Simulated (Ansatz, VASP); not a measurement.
**One calculation of FeO, 3 ways**

The starting cell:

```
CELL_PARAMETERS angstrom
0.00000 2.15540 2.15540
2.15540 0.00000 2.15540
2.15540 2.15540 0.00000
ATOMIC_POSITIONS crystal
Fe 0.00000 0.00000 0.00000
O 0.50000 0.50000 0.50000
```

Alike in all runs: task relaxation of cell and atoms; functional PBEsol; k mesh 8 × 8 × 8; occupations fermi-dirac, width 0.05 eV; collinear spin, ferromagnetic start; no spin-orbit coupling. The measured crystal is an antiferromagnetic insulator; the state found here is the runs' own.

| program and potentials | plane-wave cutoff (eV) | notes | equilibrium volume (Å³/atom) |
| --- | --- | --- | --- |
| Ansatz, Ansatz PAW | 420 | potentials made for PBE, which Ansatz adapts in part; 11 valence electrons an atom on average | 9.57 |
| VASP, PBE PAW files Fe, O, 600 eV | 600 | potentials made for PBE; 7 valence electrons an atom on average | 9.58 |
| Ansatz, all-electron LAPW, scalar-relativistic | - | - | 9.57 |

The equilibrium volume spans 9.57 (Ansatz, all-electron LAPW, scalar-relativistic) to 9.58 Å³/atom (VASP, PBE PAW files Fe, O, 600 eV), with all-electron results at 9.57. The state is the one that the start led to, which needn't be the lowest. Relaxations stop with a little pressure left, so the last digit of a volume isn't settled.

Differences between rows come from potentials, basis sets and numerical settings, since the functional is the same but for its coding. Runs on potential files found faulty are left out.
